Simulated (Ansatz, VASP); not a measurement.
One calculation of C, two programs

```xyz
12
Lattice="2.5221 0.0000 0.0000 -1.2611 2.1842 0.0000 0.0000 0.0000 12.3557" Properties=species:S:1:pos:R:3 pbc="T T T"
C     1.2611    0.7281    4.3760
C     0.0000    1.4561   10.5539
C     1.2611    0.7281    1.8018
C     0.0000    1.4561    7.9797
C     1.2611    0.7281    5.9205
C     0.0000    1.4561   12.0983
C     1.2611    0.7281    0.2574
C     0.0000    1.4561    6.4352
C     0.0000    0.0000   10.0390
C     0.0000    0.0000    3.8612
C     0.0000    0.0000    8.4945
C     0.0000    0.0000    2.3167
```

This is a hexagonal form of diamond, not graphite.

Alike in both runs: task relaxation of cell and atoms; functional BLYP; dispersion D3(BJ); k mesh 12 × 12 × 3; occupations fermi-dirac, width 0.05 eV; no spin polarisation.

```csv
,VASP,Ansatz
version,VASP 6.6.1,Ansatz 0.2.0
potentials or method,"VASP PAW PBE potentials, release 64 (C)",Ansatz PAW
plane-wave cutoff (eV),600,420
valence electrons in the cell,48,48
```

VASP gave:

* relaxed volume (Å³/atom): 5.69
* relaxed cell length with the largest relative difference (Å): 12.419
* energy change over the relaxation (meV/atom): -2

**Question.** What did Ansatz give for the same quantities?

**Answer.** Relaxed volume (Å³/atom): 5.69; relaxed cell length with the largest relative difference (Å): 12.420; energy change over the relaxation (meV/atom): -2.

Caveats: the PAW data sets were made with another functional, which shifts forces and pressure a little (VASP); an odd mesh through Γ misses points on the zone boundary, where band edges often lie (VASP); odd divisions of the mesh miss points on the zone boundary, where band edges often lie, so the gap on the mesh can be too wide (Ansatz); the plane-wave basis is chosen anew once the cell has moved, so the energies of steps on either side of that aren't comparable (Ansatz); the pressure holds a Pulay correction of +1.2 GPa for the finite cutoff (Ansatz); the PAW data sets come from PBE, with cores solved anew for the run's functional, which leaves a small shift of forces and pressure (Ansatz). Expect the measured gap to be larger: semilocal functionals such as BLYP lack the derivative discontinuity.
